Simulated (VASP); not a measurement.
Input of a VASP 6.6.1 run:

File INCAR:

```
SYSTEM = Ag
ALGO = Fast ; EDIFF = 1E-7
ENCUT = 520 ; GGA = PE
ISIF = 2 ; ISMEAR = 0
LASPH = .True. ; LCHARG = .True.
LELF = .True. ; LREAL = .False.
LVHAR = .True. ; LWAVE = .False.
NBANDS = 12 ; NELM = 100
PREC = Accurate ; SIGMA = 0.05
```

The input KPOINTS:

```
k-points
0
Gamma
  8 8 8
  0 0 0
```

POSCAR

```
Ag
1.0
   -1.6231181371      1.6231181371      1.6231181371
    1.6231181371     -1.6231181371      1.6231181371
    1.6231181371      1.6231181371     -1.6231181371
Ag
1
Direct
    0.0000000000      0.0000000000      0.0000000000
```

Potentials or basis: VASP PAW PBE potentials, release 64 (Ag).

Run with:

```sh
$ cat potpaw_PBE.64/Ag/POTCAR > POTCAR
$ mpirun -np 1 vasp_std > vasp.out
```

(1) What does it give for the band gap on the k mesh?

(2) Estimate the pressure.

Results:

(1) none (metal or under the smearing width).

(2) 5.0 GPa.
